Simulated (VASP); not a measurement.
## SiO: equation of state with r2SCAN

The system is SiO.

```
CELL_PARAMETERS angstrom
2.80697 0.00000 0.00000
0.00000 2.80697 0.00000
0.00000 0.00000 2.80697
ATOMIC_POSITIONS crystal
Si 0.00000 0.00000 0.00000
O 0.50000 0.50000 0.50000
```

The cell was built by a generator and needn't be a form met in nature.

```yaml
Program: VASP 6.6.1
Task: equation of state
Functional: r2SCAN
Potentials_or_basis: VASP PAW PBE potentials, release 64 (Si, O)
Cutoff: 520 eV
k_mesh: 9 × 9 × 9
Occupations: fermi-dirac, width 0.05 eV
Spin: no spin polarisation
```

The equilibrium volume is 11.03 Å³/atom and the bulk modulus is 131 GPa. The pressure derivative of the bulk modulus is 3.5.

Energy against volume, from the lowest point:
| volume (Å³/atom) | energy (meV/atom) |
| --- | --- |
| 10.395 | 16.44 |
| 10.616 | 6.80 |
| 10.837 | 1.45 |
| 11.058 | 0.00 |
| 11.279 | 2.15 |
| 11.500 | 7.58 |
| 11.722 | 15.97 |

All runs of the series together: 110 s on 1 thread of AMD EPYC 9R45 96-Core Processor (Zen 5), with other jobs on the host.

Caveat: the PAW data sets were made with another functional, which shifts forces and pressure a little.
